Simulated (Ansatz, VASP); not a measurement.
# Two plane-wave programs on KI

Contents of POSCAR:

```
KI
1.0
    4.2910852121      0.0000000000      0.0000000000
    0.0000000000      4.2910852121      0.0000000000
    0.0000000000      0.0000000000      4.2910852121
K I
1 1
Direct
    0.0000000000      0.0000000000      0.0000000000
    0.5000000000      0.5000000000      0.5000000000
```

The input INCAR.step1:

```
PREC = Accurate
ENCUT = 520
ISMEAR = 0
SIGMA = 0.01
LREAL = False
LASPH = True
NELM = 100
NBANDS = 15
GGA = PE
ALGO = Normal
EDIFF = 1E-4
LWAVE = True
LCHARG = False
```

File INCAR.step2:

```
PREC = Accurate
ENCUT = 520
EDIFF = 1E-6
ISMEAR = 0
SIGMA = 0.01
LREAL = False
LASPH = True
NELM = 100
ALGO = Normal
ISIF = 2
LWAVE = False
LCHARG = False
METAGGA = R2SCAN
LMIXTAU = True
NBANDS = 15
ISTART = 1
```

File KPOINTS:

```
regular mesh
0
Gamma
  6 6 6
```

Input for Ansatz:

```yaml
crystal:
  lattice:
    - [4.2910852121, 0.0, 0.0]
    - [0.0, 4.2910852121, 0.0]
    - [0.0, 0.0, 4.2910852121]
  atoms:
    - { symbol: K, position: [0.0, 0.0, 0.0] }
    - { symbol: I, position: [0.5, 0.5, 0.5] }
kpoints:
  mp_grid: { grid: [6, 6, 6] }
  band_path:
    path:
      - [0.0, 0.0, 0.0]
      - [0.0, 0.5, 0.0]
      - [0.5, 0.5, 0.0]
      - [0.5, 0.5, 0.5]
      - [0.0, 0.5, 0.5]
    npoints: 1
hamiltonian:
  xc: r2scan
scf:
  occupations: { method: fixed }
  n_extra_bands: 4
output:
  forces: true
  stress: true
  eigenvalues: true
```

Alike in both runs: task single point; functional r2SCAN; k mesh 6 × 6 × 6; no spin polarisation.

|  | VASP | Ansatz |
| --- | --- | --- |
| version | VASP 6.6.1 | Ansatz 0.2.0 |
| potentials or method | VASP PAW PBE potentials, release 64 (K_sv, I) | plane waves, PAW |
| plane-wave cutoff (eV) | 520 | 500 |
| occupations | gaussian, width 0.01 eV | fixed |
| valence electrons in the cell | 16 | 26 |

```tsv
	VASP	Ansatz	Ansatz less VASP
gap on the k mesh at the Fermi level (eV)	4.04	4.04	+0.002
pressure (GPa)	0.0	0.0	+0.01
```

The two sets of potentials don't hold the same shells in valence.

Caveats: the PAW data sets were made with another functional, which shifts forces and pressure a little (VASP); spin-orbit coupling is left out, which moves the levels of the heavy elements. A k mesh can miss the band edges. r2SCAN opens gaps a little over a GGA but as a rule still falls short of measured ones.
